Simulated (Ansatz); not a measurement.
Input and command of a plane-wave DFT calculation in Ansatz:

```yaml
crystal:
  lattice:
    - [3.4612022787, 0.0, 0.0]
    - [0.0, 3.4612022787, 0.0]
    - [0.0, 0.0, 13.8448091149]
  atoms:
    - { symbol: Si, position: [0.0, 0.0, 0.0] }
    - { symbol: Ni, position: [0.0, 0.5, 0.125] }
    - { symbol: Ni, position: [0.5, 0.0, 0.125] }
    - { symbol: Ni, position: [0.5, 0.5, 0.0] }
    - { symbol: Si, position: [0.0, 0.0, 0.25] }
    - { symbol: Ni, position: [0.0, 0.5, 0.375] }
    - { symbol: Ni, position: [0.5, 0.0, 0.375] }
    - { symbol: Ni, position: [0.5, 0.5, 0.25] }
    - { symbol: Ni, position: [0.0, 0.0, 0.5] }
    - { symbol: Ni, position: [0.0, 0.5, 0.625] }
    - { symbol: Ni, position: [0.5, 0.0, 0.625] }
    - { symbol: Si, position: [0.5, 0.5, 0.5] }
    - { symbol: Ni, position: [0.0, 0.0, 0.75] }
    - { symbol: Ni, position: [0.0, 0.5, 0.875] }
    - { symbol: Ni, position: [0.5, 0.0, 0.875] }
    - { symbol: Si, position: [0.5, 0.5, 0.75] }
basis:
  ecutwfc: 420
kpoints:
  mp_grid: { grid: [10, 10, 3] }
hamiltonian:
  xc: pbesol
scf:
  occupations: { method: gaussian, width: 0.1 }
output:
  forces: true
  stress: true
  eigenvalues: true
  populations: true
  write_density: true
  write_potential: true
  elf: true
  volumetric_format: npy
relax:
  adjacent_minimum: "off"
  f_tol: 0.02
  max_steps: 45
  cell: { fix: [a, b, alpha, beta, gamma], stress_tol: 0.1 }
```

```bash
ansatz run input.yaml --threads 4 --pin off --max-ram 11264MiB --backend cpu --events-out ev --progress --plain --runs-dir out
```

Processor: Intel(R) Xeon(R) Processor @ 2.50GHz (Skylake/Cascade Lake), 4 threads, on a host shared with other jobs.

Q: How long does it run, and how much memory does it take?

A: About 3.1 min on 4 threads of Intel(R) Xeon(R) Processor @ 2.50GHz (Skylake/Cascade Lake), with other jobs on the host, peak memory 1.3 GiB. It solves 140 bands at 42 k points (the mesh reduced by symmetry) with about 3219 plane waves (on the last cell), in 35 SCF iterations over 5 ionic steps.
